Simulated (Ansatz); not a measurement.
Rough cost of magnetic runs on O (C2/m) in Ansatz 0.2.0, 1 thread of Arm Neoverse V1, on a shared host.

```
CELL_PARAMETERS angstrom
2.85140 -1.66242 0.00000
2.85140 1.66242 0.00000
-2.39449 0.00000 3.64705
ATOMIC_POSITIONS crystal
O 0.02545 0.02545 0.15557
O 0.97455 0.97455 0.84443
```

| run | functional, mesh | k points solved | bands | iterations | wall time (s) | peak memory (GiB) |
| --- | --- | --- | --- | --- | --- | --- |
| PAW: volume scaled by 1.05, no spin polarisation | PBE, 10×10×8 | 227 | 10 | 7 | 4.5 | 0.34 |
| PAW: free moments from the typed start | PBE, 10×10×8 | 227 | 11 | 10 | 15 | 0.39 |
| PAW: volume scaled by 1.05 | PBE, 10×10×8 | 227 | 11 | 10 | 16 | 0.4 |
| PAW: no spin polarisation | PBE, 10×10×8 | 227 | 10 | 7 | 4.3 | 0.33 |
| PAW: volume scaled by 0.9, no spin polarisation | PBE, 10×10×8 | 227 | 10 | 7 | 4.4 | 0.33 |
| LAPW: volume scaled by 0.8 | PBE, 10×10×8 | 227 | 13 | 9 | 200 | 2.4 |
| PAW: volume scaled by 0.8 | PBE, 10×10×8 | 227 | 11 | 11 | 13 | 0.37 |
| PAW: volume scaled by 0.95 | PBE, 10×10×8 | 227 | 11 | 10 | 15 | 0.39 |
| LAPW: volume scaled by 1.05, no spin polarisation | PBE, 10×10×8 | 227 | 12 | 9 | 100 | 2.2 |

Problem. Roughly how much dearer is an iteration by LAPW than by PAW among the runs with the first row's mesh and spin treatment (none)?

Solution. About 18 times (medians of wall time over iterations; times from a shared host are rough).
